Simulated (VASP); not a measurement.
Here is a VASP 6.6.1 calculation.

Contents of INCAR:

```
SYSTEM = WC
ALGO = Normal
EDIFF = 1E-6
EDIFFG = -0.01
ENCUT = 600
GGA = BF
IBRION = 2
ISIF = 3
ISMEAR = -1
LASPH = .True.
LCHARG = .False.
LREAL = .False.
LUSE_VDW = .True.
LWAVE = .False.
NELM = 60
NSW = 60
PREC = Accurate
SIGMA = 0.05
ZAB_VDW = -1.8867
```

KPOINTS

```
k-points
0
Gamma
  10 10 9
  0 0 0
```

Contents of POSCAR:

```
WC
1.0
    2.9065000000      0.0000000000      0.0000000000
   -1.4532500000      2.5171028361      0.0000000000
    0.0000000000      0.0000000000      2.8366000000
W C
1 1
Direct
    0.0000000000      0.0000000000      0.0000000000
    0.6666666667      0.3333333333      0.5000000000
```

Potentials or basis: VASP PAW PBE potentials, release 64 (W_sv, C).

The run is started by

```sh
$ cat potpaw_PBE.64/W_sv/POTCAR potpaw_PBE.64/C/POTCAR > POTCAR
$ mpirun -np 1 vasp_std > vasp.out
```

Task: Estimate the band gap on the k mesh.

Result: None (metal or under the smearing width).

Task: Predict the relaxed cell.

Result: a = 2.924 Å, b = 2.924 Å, c = 2.850 Å, α = 90.00°, β = 90.00°, γ = 120.00°.

Task: Predict the relaxed volume.

Result: 10.55 Å³/atom.

Task: Predict the space group after relaxing (to 0.05 Å).

Result: P-6m2 (No. 187).

Step by step:
```csv
step,energy change (eV),largest force (eV/Å),pressure (GPa),volume (Å³)
1,0.0000,0.0000,6.59,20.75
2,0.0415,0.0000,-15.44,22.06
3,-0.0069,0.0000,-0.08,21.10
4,-0.0069,0.0000,0.02,21.10
5,-0.0070,0.0000,0.05,21.10
6,-0.0070,0.0000,0.05,21.10
```

Caveat: the PAW data sets were made with another functional, which shifts forces and pressure a little. Zero-point motion and thermal expansion aren't in these numbers.
